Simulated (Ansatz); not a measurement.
# BN (Fmm2) in Ansatz: further runs

Runs on BN. Level: r2SCAN. Tasks: single point, equation of state.

Everything below comes from runs of Ansatz 0.2.0. Logs are shortened: lines on timing, memory, paths and dates and some standing lists are left out, and cuts for length are marked.

### Step 1. The structure

It takes space group Fmm2 (No. 42, orthorhombic). The conventional cell has a = 2.503 Å, b = 6.991 Å, c = 4.332 Å, α = 90.00°, β = 90.00°, γ = 90.00°. N (site symmetry mm2) has 3 B at 1.44 Å as nearest neighbours. Around B (site symmetry mm2) lie 3 N at 1.44 Å.

Measurements of this composition are mostly on another form, of space group No. 194.

### Step 2. Single point, r2SCAN, 8.91 Å³/atom (volume scaled by 0.94)

input.yaml

```yaml
crystal:
  lattice:
    - [0.0, 3.4239628326, 2.1218728889]
    - [1.2260814184, 0.0, 2.1218728889]
    - [1.2260814184, 3.4239628326, 0.0]
  atoms:
    - { symbol: "N", position: [0.66665134, 0.66665134, 0.33334866] }
    - { symbol: B, position: [4.865e-05, 4.865e-05, 0.99995135] }
hamiltonian:
  xc: r2scan
  pseudopotentials: { kind: paw }
kpoints:
  mp_grid: { grid: [13, 13, 13] }
scf:
  occupations: { method: fermi_dirac, width: 0.05 }
output:
  forces: true
  stress: true
  eigenvalues: true
```

Potentials or basis: Ansatz PAW.

Started as:

```
ansatz run input.yaml --threads 2 --pin off --max-ram 5632MiB --backend cpu --events-out ev --progress --plain --runs-dir out
```

Output:

```text
Warning: RAYON_NUM_THREADS=2 ignored (pool sized by the plan → 2); use --threads N
Engine: ansatz 0.2.0, x86_64-unknown-linux-gnu
Pseudopotentials: kind: paw
Pseudopotential: N, paw, valence charge 5, recommended cutoff 500 eV (meta_gga), N.paw.azcp
Pseudopotential: B, paw, valence charge 3, recommended cutoff 500 eV (meta_gga), B.paw.azcp
Functional definition: r2SCAN
  parameter k0 = 0.174
  parameter k1 = 0.065
  parameter a1 = 4.9479
  exchange = r2scan_x(k0 = k0, k1 = k1, a1 = a1)
  correlation = r2scan_c
Crystal: 2 atoms, lattice volume = 17.815 Å³
Basis set: ecut = 500 eV, 467 PW (Γ), exchange–correlation on 120×72×108 points (64 copies of the dense FFT grid, shifted against one another)
Bands: 8, of which v1, the nominal top of the filled ones, is band 4 counted from 1 (3 counted from 0)
Symmetry: 4 space group operations
Space group: Fmm2 (ITA 42), of the structure as read, at distance tolerance 2.6e-5 Å
k-points: 343 of 2197 (time reversal used)
Non-local potential: N, projectors of the file, l = 0: 2, l = 1: 2, l = 2: 1
Non-local potential: B, projectors of the file, l = 0: 2, l = 1: 2, l = 2: 1
PAW form: soft (Blöchl's): semilocal exchange-correlation on the pseudo side does not see the compensation charge
PAW frozen core: N, regenerated for the run's functional (the file was generated under x = pbe(κ = 0.804, μ = 0.2195149727645171), c = pbe(β = 0.06672455060314922))
PAW frozen core: B, regenerated for the run's functional (the file was generated under x = pbe(κ = 0.804, μ = 0.2195149727645171), c = pbe(β = 0.06672455060314922))
PAW one-centre angular grid: N, 302 points (default); XC on 160 Gauss nodes
PAW one-centre angular grid: B, 302 points (default); XC on 160 Gauss nodes
Initial density: superposition of atomic densities (neutral atoms: chi_scale 0, normalization atom), corrected by the library's trained network
Initial wavefunctions: pseudopotential atomic-orbital guess
Functional: x = r2scan, c = r2scan; τ floored in thin density (d = 2e-4 eV/Å³)
SCF iter   1: F=—  HF=-544.000647 eV  |F-HF|=—  |Δ(HF+E_count)|=         —  Δρ=8.41e-3  dr2=9.24e-3  dr2_τ=4.01e-1  ethr=1.77e-3  ⟨swp⟩=5.1  Hψ=18798  notcnv=0
preconditioner: auto → none  [insulator: Δε(μ)=4.440 eV  Ē_g=20.226 eV  σ=0.050 eV  W_gap=1.00  n_scr=2 (ndim 8)  ℏωp=24.9 eV  f_vac=0.029  D(μ)=0.00/eV (n_scr^D=0)  ε∞_Penn≈2.5]
SCF iter   2: F=—  HF=-544.070797 eV  |F-HF|=—  |Δ(HF+E_count)|=   7.01e-2  Δρ=5.13e-3  dr2=2.11e-3  dr2_τ=1.42e-4  ethr=1.15e-4  ⟨swp⟩=2.0  Hψ=8240  notcnv=0
SCF iter   3: F=—  HF=-544.070638 eV  |F-HF|=—  |Δ(HF+E_count)|=   1.59e-4  Δρ=7.19e-4  dr2=7.32e-5  dr2_τ=4.57e-5  ethr=2.64e-5  ⟨swp⟩=2.9  Hψ=5048  notcnv=0
SCF iter   4: F=—  HF=-544.070631 eV  |F-HF|=—  |Δ(HF+E_count)|=   6.68e-6  Δρ=2.66e-4  dr2=8.91e-6  dr2_τ=8.97e-7  ethr=9.14e-7  ⟨swp⟩=2.3  Hψ=4031  notcnv=0
SCF iter   5: F=—  HF=-544.070629 eV  |F-HF|=—  |Δ(HF+E_count)|=   2.18e-6  Δρ=8.02e-5  dr2=5.32e-7  dr2_τ=7.99e-8  ethr=1.11e-7  ⟨swp⟩=2.3  Hψ=4105  notcnv=0
SCF iter   6: F=—  HF=-544.070629 eV  |F-HF|=—  |Δ(HF+E_count)|=   2.51e-7  Δρ=3.19e-5  dr2=1.02e-7  dr2_τ=3.43e-9  ethr=1.25e-9  ⟨swp⟩=5.7  Hψ=13999  notcnv=0
SCF iter   7: F=-544.070629 eV  HF=-544.070629 eV  |F-HF|=1.53e-10  |Δ(HF+E_count)|=   2.07e-8  Δρ=5.24e-6  dr2=2.49e-9  dr2_τ=1.04e-10  ethr=1.25e-9  ⟨swp⟩=4.0  Hψ=8267  notcnv=0
SCF 1 converged in 7 iterations: F = -544.070629 eV  dr2 = 2.49e-9
SCF converged after 7 iterations
Free energy (F): -544.070629 eV
Harris-Foulkes:  -544.070629 eV  (|F-HF|=1.53e-10)
Internal energy: -544.070629 eV  (E = F + TS)
E sigma→0 (E₀):  -544.070629 eV
Fermi energy:    6.904033 eV
--- Per-component energies (eV) ---
  E_band       = -24.801620
  E_kinetic    = 186.837434
  E_local      = -369.539374  (includes V_loc(G=0)·N_el)
  E_nonlocal   = 57.804817
  E_hartree    = 122.045449
  E_xc         = -91.766607
  E_vxc        = -127.306434  (∫ρ·V_xc dr)
  E_paw        = -210.238266  (= ΣΔE_a)
  E_vpaw       = -23.975668  (= ΣTr[D̂ρ^β])
  E_aug_tail   = 0.000017  (compensation charges beyond the density's cutoff)
  E_vtau       = 7.287097  (kinetic-family band-sum trace: ∫τ·v_τ [+ j·A + Jᵃ·Aᵃ] dr)
  E_ewald      = -239.166092
  E_core_change = -0.048007  (= ΣΔE_core)
  E_smearing   = -0.000000  (= −TS)
  E_closure    = 0.000000  (closes the sum)
  Σ components = -544.070629   (vs F -544.070629, Δ=0.00e0)
--- Forces (eV/Å), atoms counted from 1 ---
  atom   1  N      0.00000000    -0.00000000    -0.01109898
  atom   2  B      0.00000000     0.00000000     0.01109852
  max |Σ_I F_I| component: 4.63e-7 eV/Å
--- Stress (GPa, compression-positive) ---
       23.473165       0.000000      -0.000000
        0.000000       0.303167       0.000000
       -0.000000       0.000000      23.435841
  P = ⅓ Tr σ = 15.7374 GPa (157.374 kbar)
--- Band table (eV; the first three rows and the last of 343) ---
  k-point 0: bands = ["-14.6296", "-0.2335", "3.2656", "3.2742", "9.9122", "17.5057", "17.5770", "19.6254"]
  k-point 1: bands = ["-14.5008", "-0.1072", "2.7502", "3.0221", "10.1973", "17.4971", "18.0897", "19.1247"]
  k-point 2: bands = ["-14.1206", "0.2689", "1.4111", "2.4072", "10.9737", "17.3522", "17.7805", "19.6435"]
  k-point 342: bands = ["-11.1337", "-4.9921", "-0.1736", "4.1727", "11.2504", "15.7394", "17.9293", "19.7156"]
```

It took 6.4 s on 2 threads of Intel Xeon at 2.70GHz, shared host; peak memory 0.47 GiB.

What came out:

```yaml
Free_energy: -544.0706 eV
Pressure: 15.7 GPa
Largest_force: 0.011 eV/Å
Band_gap_on_the_k_mesh: 4.42 eV, indirect (least direct gap 5.45 eV)
```

Caveat: odd divisions of the mesh miss points on the zone boundary, where band edges often lie, so the gap on the mesh can be too wide; the PAW data sets come from PBE, with cores solved anew for the run's functional, which leaves a small shift of forces and pressure.

### Step 3. Single point, r2SCAN, 9.10 Å³/atom (volume scaled by 0.96)

Changes to input.yaml since step 2:

```diff
@@ -2,5 +2,5 @@
   lattice:
-    - [0.0, 3.4239628326, 2.1218728889]
-    - [1.2260814184, 0.0, 2.1218728889]
-    - [1.2260814184, 3.4239628326, 0.0]
+    - [0.0, 3.4480760414, 2.1368161481]
+    - [1.2347160791, 0.0, 2.1368161481]
+    - [1.2347160791, 3.4480760414, 0.0]
   atoms:
@@ -19 +19,5 @@
   eigenvalues: true
+  write_density: true
+  write_potential: true
+  elf: true
+  volumetric_format: npy
```

Potentials or basis: Ansatz PAW.

Started as:

```
ansatz run input.yaml --threads 2 --pin off --max-ram 5632MiB --backend cpu --events-out ev --progress --plain --runs-dir out
```

Run time: 8.4 s. Hardware: 2 threads of Intel Xeon at 2.70GHz, shared host; peak memory 0.47 GiB.

The run converged. Its results:

| Item | Value |
| --- | --- |
| Free energy | -544.1008 eV |
| Pressure | 9.8 GPa |
| Largest force | 0.010 eV/Å |
| Band gap on the k mesh | 4.41 eV, indirect (least direct gap 5.39 eV) |

Caveat: odd divisions of the mesh miss points on the zone boundary, where band edges often lie, so the gap on the mesh can be too wide; the PAW data sets come from PBE, with cores solved anew for the run's functional, which leaves a small shift of forces and pressure.

### Step 4. Single point, r2SCAN, 9.29 Å³/atom (volume scaled by 0.98)

input.yaml

```yaml
crystal:
  lattice:
    - [0.0, 3.4718566277, 2.1515532769]
    - [1.2432316315, 0.0, 2.1515532769]
    - [1.2432316315, 3.4718566277, 0.0]
  atoms:
    - { symbol: "N", position: [0.66665134, 0.66665134, 0.33334866] }
    - { symbol: B, position: [4.865e-05, 4.865e-05, 0.99995135] }
hamiltonian:
  xc: r2scan
  pseudopotentials: { kind: paw }
kpoints:
  mp_grid: { grid: [13, 13, 13] }
scf:
  occupations: { method: fermi_dirac, width: 0.05 }
output:
  forces: true
  stress: true
  eigenvalues: true
```

Started as:

```
ansatz run input.yaml --threads 2 --pin off --max-ram 5632MiB --backend cpu --events-out ev --progress --plain --runs-dir out
```

Wall time 6.2 s (2 threads of Intel Xeon at 2.70GHz, shared host); peak memory 0.48 GiB.

It converged, with:

| Item | Value |
| --- | --- |
| Free energy | -544.1175 eV |
| Pressure | 4.4 GPa |
| Largest force | 0.009 eV/Å |
| Band gap on the k mesh | 4.40 eV, indirect (least direct gap 5.34 eV) |

Caveat: odd divisions of the mesh miss points on the zone boundary, where band edges often lie, so the gap on the mesh can be too wide; the PAW data sets come from PBE, with cores solved anew for the run's functional, which leaves a small shift of forces and pressure.

### Step 5. Single point, r2SCAN, 9.48 Å³/atom

Changes to input.yaml since step 4:

```diff
@@ -2,5 +2,5 @@
   lattice:
-    - [0.0, 3.4718566277, 2.1515532769]
-    - [1.2432316315, 0.0, 2.1515532769]
-    - [1.2432316315, 3.4718566277, 0.0]
+    - [0.0, 3.49531583, 2.16609124]
+    - [1.2516321, 0.0, 2.16609124]
+    - [1.2516321, 3.49531583, 0.0]
   atoms:
```

Started as:

```
ansatz run input.yaml --threads 2 --pin off --max-ram 5632MiB --backend cpu --events-out ev --progress --plain --runs-dir out
```

Wall time 6.6 s (2 threads of Intel Xeon at 2.70GHz, shared host); peak memory 0.48 GiB.

The run converged. Its results:

- Free energy: -544.1221 eV
- Pressure: -0.5 GPa
- Largest force: 0.008 eV/Å
- Band gap on the k mesh: 4.38 eV, indirect (least direct gap 5.29 eV)

Caveat: odd divisions of the mesh miss points on the zone boundary, where band edges often lie, so the gap on the mesh can be too wide; the PAW data sets come from PBE, with cores solved anew for the run's functional, which leaves a small shift of forces and pressure.

### Step 6. Single point, r2SCAN, 9.67 Å³/atom (volume scaled by 1.02)

Changes to input.yaml since step 5:

```diff
@@ -2,5 +2,5 @@
   lattice:
-    - [0.0, 3.49531583, 2.16609124]
-    - [1.2516321, 0.0, 2.16609124]
-    - [1.2516321, 3.49531583, 0.0]
+    - [0.0, 3.5184642916, 2.1804366332]
+    - [1.2599212959, 0.0, 2.1804366332]
+    - [1.2599212959, 3.5184642916, 0.0]
   atoms:
```

Potentials or basis: Ansatz PAW.

Started as:

```
ansatz run input.yaml --threads 2 --pin off --max-ram 5632MiB --backend cpu --events-out ev --progress --plain --runs-dir out
```

Wall time 8.4 s (2 threads of Intel Xeon at 2.70GHz, shared host); peak memory 0.49 GiB.

The run converged. Its results:

```yaml
Free_energy: -544.1155 eV
Pressure: -5.0 GPa
Largest_force: 0.007 eV/Å
Band_gap_on_the_k_mesh: 4.37 eV, indirect (least direct gap 5.24 eV)
```

Caveat: odd divisions of the mesh miss points on the zone boundary, where band edges often lie, so the gap on the mesh can be too wide; the PAW data sets come from PBE, with cores solved anew for the run's functional, which leaves a small shift of forces and pressure.

### Step 7. Single point, r2SCAN, 9.86 Å³/atom (volume scaled by 1.04)

Changes to input.yaml since step 6:

```diff
@@ -2,5 +2,5 @@
   lattice:
-    - [0.0, 3.5184642916, 2.1804366332]
-    - [1.2599212959, 0.0, 2.1804366332]
-    - [1.2599212959, 3.5184642916, 0.0]
+    - [0.0, 3.5413121025, 2.1945957093]
+    - [1.2681028322, 0.0, 2.1945957093]
+    - [1.2681028322, 3.5413121025, 0.0]
   atoms:
```

Started as:

```
ansatz run input.yaml --threads 2 --pin off --max-ram 5632MiB --backend cpu --events-out ev --progress --plain --runs-dir out
```

Run time: 7.6 s. Hardware: 2 threads of Intel Xeon at 2.70GHz, shared host; peak memory 0.49 GiB.

Results (log left out):

| Quantity | Value |
| --- | --- |
| Free energy | -544.0987 eV |
| Pressure | -9.1 GPa |
| Largest force | 0.007 eV/Å |
| Band gap on the k mesh | 4.35 eV, indirect (least direct gap 5.19 eV) |

Caveat: odd divisions of the mesh miss points on the zone boundary, where band edges often lie, so the gap on the mesh can be too wide; the PAW data sets come from PBE, with cores solved anew for the run's functional, which leaves a small shift of forces and pressure.

### Step 8. Single point, r2SCAN, 10.04 Å³/atom (volume scaled by 1.06)

Changes to input.yaml since step 7:

```diff
@@ -2,5 +2,5 @@
   lattice:
-    - [0.0, 3.5413121025, 2.1945957093]
-    - [1.2681028322, 0.0, 2.1945957093]
-    - [1.2681028322, 3.5413121025, 0.0]
+    - [0.0, 3.5638688387, 2.2085744028]
+    - [1.2761801381, 0.0, 2.2085744028]
+    - [1.2761801381, 3.5638688387, 0.0]
   atoms:
```

Started as:

```
ansatz run input.yaml --threads 2 --pin off --max-ram 5632MiB --backend cpu --events-out ev --progress --plain --runs-dir out
```

Run time: 8.7 s. Hardware: 2 threads of Intel Xeon at 2.70GHz, shared host; peak memory 0.49 GiB.

It converged, with:

```yaml
Free_energy: -544.0727 eV
Pressure: -12.9 GPa
Largest_force: 0.006 eV/Å
Band_gap_on_the_k_mesh: 4.34 eV, indirect (least direct gap 5.14 eV)
```

Caveat: odd divisions of the mesh miss points on the zone boundary, where band edges often lie, so the gap on the mesh can be too wide; the PAW data sets come from PBE, with cores solved anew for the run's functional, which leaves a small shift of forces and pressure.

### Step 9. Equation of state, r2SCAN

Potentials or basis: Ansatz PAW.

No new run: the results of the series are fitted here.

What came out:

* Equilibrium volume: 9.46 Å³/atom
* Bulk modulus at fixed shape and positions: 237 GPa
* Pressure derivative of the bulk modulus: 3.5

Energy against volume, from the lowest point:
```
volume (Å³/atom)  energy (meV/atom)
           8.908              25.71
           9.097              10.65
           9.287               2.27
           9.476               0.00
           9.666               3.30
           9.855              11.68
          10.045              24.70
```

Caveat: the cell was scaled at fixed shape and fractional positions, which overstates the stiffness of a crystal with free parameters, most of all of layers and chains; the PAW data sets were made with another functional, which shifts forces and pressure a little.
